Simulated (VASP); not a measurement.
# SiMo3 (I4/mmm) in VASP: relaxation of cell and atoms with PBE

Aim: the relaxation of cell and atoms of SiMo3 with PBE.

All numbers are computed with VASP 6.6.1; they aren't measurements. Logs are shortened: lines on timing, memory, paths and dates and some standing lists are left out, and cuts for length are marked.

**1. The structure**

The structure is tetragonal, space group I4/mmm (No. 139). The conventional cell has a = 5.540 Å, b = 5.540 Å, c = 5.184 Å, α = 90.00°, β = 90.00°, γ = 90.00°. Si (site symmetry 4/mmm) is surrounded by 2 Mo at 2.59 Å. Mo (site symmetry -4m2) is surrounded by 2 Mo at 2.59 Å. Mo (site symmetry 4/mmm) is surrounded by 2 Si at 2.59 Å.

The cell was built by a generator and needn't be a form met in nature.

**2. Relaxation of cell and atoms, PBE**

INCAR

```
SYSTEM = SiMo3
ALGO     = Fast           ! electronic algorithm
EDIFF    = 1E-4           ! SCF threshold, eV
EDIFFG   = -0.08          ! ionic threshold
ENCUT    = 520            ! plane-wave cutoff, eV
GGA      = PE             ! functional
IBRION   = 2              ! ionic algorithm
ISIF     = 3              ! what is computed and relaxed
ISMEAR   = 0              ! smearing method
LASPH    = .True.         ! aspherical terms in the spheres
LCHARG   = .False.        ! write CHGCAR
LREAL    = .False.        ! projectors in reciprocal space
LWAVE    = .False.        ! write WAVECAR
NELM     = 60             ! most SCF steps
NSW      = 24             ! ionic steps
PREC     = Normal         ! precision mode
SIGMA    = 0.15           ! smearing width, eV
```

KPOINTS

```
k-points
0
Gamma
  6 6 6
  0 0 0
```

POSCAR

```
SiMo3
1.0
   -2.7702491900      2.7702491900      2.5921562400
    2.7702491900     -2.7702491900      2.5921562400
    2.7702491900      2.7702491900     -2.5921562400
Si Mo
1 3
Direct
    0.5000000000      0.5000000000      0.0000000000
    0.7500000000      0.2500000000      0.5000000000
    0.2500000000      0.7500000000      0.5000000000
    0.0000000000      0.0000000000      0.0000000000
```

Potentials or basis: VASP PAW PBE potentials, release 64 (Si, Mo_sv).

Run with:

```console
> cat potpaw_PBE.64/Si/POTCAR potpaw_PBE.64/Mo_sv/POTCAR > POTCAR
> mpirun -np 1 vasp_std > vasp.out
```

OUTCAR:

```text
SYSTEM = SiMo3
   EDIFF = 1E-4
   EDIFFG = -0.08
   ENCUT = 520
   GGA = PE
   IBRION = 2
   ISIF = 3
   ISMEAR = 0
   LASPH = .True.
   LREAL = .False.
   NELM = 60
   NSW = 24
   PREC = Normal

 ion  position               nearest neighbor table
   1  0.500  0.500  0.000-   4 2.59   4 2.59   2 3.06   3 3.06   3 3.06   2 3.06   3 3.06   3 3.06
                             2 3.06   2 3.06
   2  0.750  0.250  0.500-   3 2.59   3 2.59   1 3.06   1 3.06   4 3.06   1 3.06   4 3.06   1 3.06
                             4 3.06   4 3.06
   3  0.250  0.750  0.500-   2 2.59   2 2.59   1 3.06   4 3.06   4 3.06   1 3.06   4 3.06   4 3.06
                             1 3.06   1 3.06
   4  0.000  0.000  0.000-   1 2.59   1 2.59   2 3.06   2 3.06   3 3.06   2 3.06   3 3.06   2 3.06
                             3 3.06   3 3.06

  LATTYP: Found a body centered tetragonal cell.
 ALAT       =     5.5404983800
 C/A-ratio  =     0.9357122996

  Lattice vectors:

 A1 = (  -2.7702491900,   2.7702491900,   2.5921562400)
 A2 = (   2.7702491900,  -2.7702491900,   2.5921562400)
 A3 = (   2.7702491900,   2.7702491900,  -2.5921562400)

Analysis of symmetry for initial positions (statically):
=====================================================================
 Subroutine PRICEL returns:
 Original cell was already a primitive cell.

 Routine SETGRP: Setting up the symmetry group for a
 body centered tetragonal supercell.

 Subroutine GETGRP returns: Found 16 space group operations
 (whereof 16 operations were pure point group operations)
 out of a pool of 16 trial point group operations.

The static configuration has the point symmetry D_4h.

Analysis of symmetry for dynamics (positions and initial velocities):
=====================================================================
 Subroutine PRICEL returns:
 Original cell was already a primitive cell.

 Routine SETGRP: Setting up the symmetry group for a
 body centered tetragonal supercell.

 Subroutine GETGRP returns: Found 16 space group operations
 (whereof 16 operations were pure point group operations)
 out of a pool of 16 trial point group operations.

The dynamic configuration has the point symmetry D_4h.

 Subroutine INISYM returns: Found 16 space group operations
 (whereof 16 operations are pure point group operations),
 and found     1 'primitive' translations

----------------------------------------------------------------------------------------

                                     Primitive cell

  volume of cell :      79.5717

  direct lattice vectors                    reciprocal lattice vectors
    -2.770249190  2.770249190  2.592156240     0.000000000  0.180489178  0.192889608
     2.770249190 -2.770249190  2.592156240     0.180489178  0.000000000  0.192889608
     2.770249190  2.770249190 -2.592156240     0.180489178  0.180489178  0.000000000

  length of vectors
[... 91 lines left out ...]
   NFREE  =      1    steps in history (QN), initial steepest desc. (CG)
   ISIF   =      3    stress and relaxation
   ISYM   =      2    0-nonsym 1-usesym 2-fastsym
   POTIM  = 0.5000    time-step for ionic-motion
   TEBEG  =    0.0;   TEEND  =   0.0 temperature during run
   PSTRESS=    0.0 pullay stress
   NELECT =      46.0000    total number of electrons
   NUPDOWN=      -1.0000    fix difference up-down
   EMIN   =  10.00;   EMAX   =-10.00  energy-range for DOS
   EFERMI =   0.00;   METHOD = LEGACY
   ISMEAR =     0;   SIGMA  =   0.15  broadening in eV -4-tet -1-fermi 0-gaus
   EFERMI_NEDOS =   21; number of points for ismear=-14 and -15
   IALGO  =     68    algorithm
   IMIX   =      4    mixing-type and parameters
     AMIX     =   0.40;   BMIX     =  1.00
     AMIX_MAG =   1.60;   BMIX_MAG =  1.00
  volume/ion in A,a.u.               =      19.89       134.24
  Fermi-wavevector in a.u.,A,eV,Ry     =   1.363770  2.577152 25.305052  1.859869
  Thomas-Fermi vector in A             =   2.490144
   LORBIT       =      0    0 simple, 1 ext, 2 COOP (PROOUT), +10 PAW based schemes
   GGA     = PE    functional components
   LHFCALC =     F    Hartree Fock is set to
   AEXX    =    0.0000 exact exchange contribution
   IVDW    =     0    specifies the selected vdW correction
   LEPSILON=     F    determine dielectric tensor
   LRPA    =     F    only Hartree local field effects (RPA)
 conjugate gradient relaxation of ions
 non-spin polarized calculation
 RMM-DIIS sequential band-by-band and
 Gauss-broadening in eV      SIGMA  =   0.15
  energy-cutoff  :      520.00
  volume of cell :       79.57
 maximum number of plane-waves:      2174
   NGX = 17   NGY = 17   NGZ = 17

--------------------------------------- Ionic step        1  -------------------------------------------

 number of electron      46.0000003 magnetization

 Free energy of the ion-electron system (eV)
  ---------------------------------------------------
  ext. energy  EPLUGINS =         0.00000000
  ---------------------------------------------------
  free energy    TOTEN  =       -35.34780929 eV

  energy without entropy =      -35.29849626  energy(sigma->0) =      -35.32315277

 E-fermi :   8.1834     XC(G=0): -11.4545

 val. band max:        8.1712762973   @ k =   0.3333  -0.0000   0.0000
 cond. band min:       8.1910872136   @ k =   0.5000  -0.0000   0.0000
 fundamental gap:      0.0198109164
 Fermi energy:         8.1833948784

 k-point     1 :       0.0000    0.0000    0.0000
  band No.  band energies     occupation
      1     -52.8649      2.00000
      2     -52.6665      2.00000
      3     -52.5290      2.00000
      4     -27.4216      2.00000
      5     -27.0091      2.00000
      6     -27.0091      2.00000
[... 818 lines left out ...]
  FREE ENERGIE OF THE ION-ELECTRON SYSTEM (eV)
  ---------------------------------------------------
  free  energy   TOTEN  =       -37.2675028907 eV

  energy  without entropy=      -37.2308736413  energy(sigma->0) =      -37.24918827

[... ionic steps 4 to 14 ...]

--------------------------------------- Ionic step       15  -------------------------------------------

 number of electron      45.9999992 magnetization

------------------------ aborting loop because EDIFF is reached ----------------------------------------
[... 71 lines left out ...]
--------------------------------------- Ionic step       17  -------------------------------------------

 number of electron      45.9999988 magnetization

 Free energy of the ion-electron system (eV)
  ---------------------------------------------------
  ext. energy  EPLUGINS =         0.00000000
  ---------------------------------------------------
  free energy    TOTEN  =       -38.46360577 eV

  energy without entropy =      -38.42697720  energy(sigma->0) =      -38.44529148

 E-fermi :  12.2807     XC(G=0): -13.0147

 val. band max:       12.1318654681   @ k =  -0.3333   0.3333   0.0000
 cond. band min:      12.2939860230   @ k =   0.3333  -0.0000   0.0000
 fundamental gap:      0.1621205549
 Fermi energy:        12.2807130829

 k-point     1 :       0.0000    0.0000    0.0000
  band No.  band energies     occupation
      1     -48.8989      2.00000
      2     -48.2995      2.00000
      3     -48.2930      2.00000
      4     -23.1582      2.00000
      5     -23.1582      2.00000
      6     -23.1518      2.00000
[... 742 lines left out ...]
  FREE ENERGIE OF THE ION-ELECTRON SYSTEM (eV)
  ---------------------------------------------------
  free  energy   TOTEN  =       -38.4636057724 eV

  energy  without entropy=      -38.4269771969  energy(sigma->0) =      -38.44529148

 reached required accuracy - stopping structural energy minimisation
```

Run time: 3.6 min. Hardware: 1 thread of Intel Xeon 6975P-C (Granite Rapids), shared host; peak memory 0.2 GiB.

What came out:

* Free energy: -38.4636 eV
* Relaxed volume: 14.90 Å³/atom
* Relaxed cell: a = 4.381 Å, b = 4.381 Å, c = 4.381 Å, α = 119.84°, β = 119.84°, γ = 90.27°
* Space group after relaxing (to 0.05 Å): Fm-3m (No. 225)
* Energy gained by relaxing: 778.9 meV/atom
* Ionic steps: 17
* Pressure after relaxing: 0.0 GPa
* Band gap on the k mesh: none (metal or under the smearing width)

Stress tensor (GPa, compression positive):
```
 0.07  0.00  0.00
 0.00  0.07  0.00
 0.00  0.00 -0.16
```

Step by step:
```tsv
step	energy change (eV)	largest force (eV/Å)	pressure (GPa)	volume (Å³)
1	0.0000	0.0000	-27.36	79.57
2	2.2451	0.0000	118.62	46.40
3	-1.9197	0.0000	0.35	63.29
4	-1.9300	0.0000	2.54	62.60
5	-2.7132	0.0000	11.22	57.97
6	-2.7472	0.0000	16.29	56.69
7	-2.5844	0.0000	-20.55	66.70
8	-3.0016	0.0000	-3.53	60.83
9	-3.0019	0.0000	-3.42	60.72
10	-2.9439	0.0000	5.91	58.69
11	-3.0018	0.0000	-2.94	60.61
12	-3.0716	0.0000	-1.44	60.11
13	-3.1065	0.0000	0.02	59.63
14	-3.0886	0.0000	4.65	58.52
15	-3.1139	0.0000	1.37	59.21
16	-3.1093	0.0000	-2.74	60.22
17	-3.1158	0.0000	0.00	59.59
```

Final structure:
```xyz
4
Lattice="-2.1956 2.1956 3.0903 2.1956 -2.1956 3.0903 2.1956 2.1956 -3.0903" Properties=species:S:1:pos:R:3 pbc="T T T"
Si    0.0000    0.0000    3.0903
Mo    0.0000    2.1956    1.5452
Mo    2.1956    0.0000    1.5452
Mo    0.0000    0.0000    0.0000
```

Caveat: the volume moved by over 15 % at a fixed basis, so the end points are rough; the relaxation stopped at a loose force limit of 0.08 eV/Å, so its end isn't a converged minimum.
